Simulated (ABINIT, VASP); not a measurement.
Given: the input of a run of ABINIT 10.8.3 (patched build) on Bi2Se3 (Paraguanajuatite). 

File run.abi:

```
# Pseudopotentials
pp_dirpath "./"
pseudos "Bi.GGA_PBE-JTH.xml, Se.GGA_PBE-JTH.xml"

# Structure
acell 9.8404710987 9.8404710987 9.8404710987 Angstrom
rprim
     0.2105082144     0.1215369743     0.9700077606
    -0.2105082144     0.1215369743     0.9700077606
     0.0000000000    -0.2430739485     0.9700077606
ntypat 2
znucl 83 34
natom 5
typat 1 1 2 2 2
xcart
     0.0000000000    -0.0000000001    32.4252270249
     0.0000000000    -0.0000000001    21.6889702797
     0.0000000000    -0.0000000001    42.6582217352
     0.0000000000     0.0000000000    11.4559755694
     0.0000000000     0.0000000000     0.0000000000

# Plane-wave basis
ecut 22.0
pawecutdg 44.0
pawxcdev 0

# k points
kptopt 1
ngkpt 8 8 8
nshiftk 1
shiftk 0.0 0.0 0.0

# Exchange and correlation
ixc -116133

# Bands and occupations
nband 29
occopt 3
tsmear 0.05 eV

# SCF cycle
nstep 100
tolvrs 1.0e-9

# Output
iomode 3
prtwf 0
prtden 0
prteig 0
prtebands 0
enunit 2
```

Potentials or basis: JTH PAW PBE v2.0.

Run with:

```console
$ abinit run.abi > log 2>&1
```

Q: What does the same run look like in VASP 6.6.1? Potentials or basis there: PBE PAW files Bi_d, Se, 520 eV.

A: As run (cutoffs and basis follow the program's own potentials, and thresholds, step limits or extra output files can differ):

Contents of INCAR:

```
  PREC = Accurate
  ENCUT = 520
  EDIFF = 1E-7
  ISMEAR = -1
  SIGMA = 0.05
  LREAL = False
  LASPH = True
  NELM = 100
  ALGO = Normal
  ISIF = 2
  LWAVE = False
  LCHARG = True
  GGA = PS
  LVHAR = True
  NBANDS = 32
  KPAR = 2
```

KPOINTS

```
Automatic mesh
0
Gamma
  8 8 8
```

The input POSCAR:

```
Bi2Se3
1.0
    2.0715000000      1.1959810826      9.5453333333
   -2.0715000000      1.1959810826      9.5453333333
    0.0000000000     -2.3919621653      9.5453333333
Bi Se
2 3
Direct
    0.5992000000      0.5992000000      0.5992000000
    0.4008000000      0.4008000000      0.4008000000
    0.7883000000      0.7883000000      0.7883000000
    0.2117000000      0.2117000000      0.2117000000
    0.0000000000      0.0000000000      0.0000000000
```

Potentials or basis: VASP PAW PBE potentials, release 64 (Bi_d, Se).

Command:

```sh
$ cat potpaw_PBE.64/Bi_d/POTCAR potpaw_PBE.64/Se/POTCAR > POTCAR
$ mpirun -np 2 vasp_std > vasp.out
```

Both were run:

|  | ABINIT | VASP |
| --- | --- | --- |
| Pressure | -0.3 GPa | -0.3 GPa |
| Largest force | 0.163 eV/Å | 0.166 eV/Å |

ABINIT's potentials were made for PBE. VASP's potentials were made for PBE.

Pressure is positive in compression.
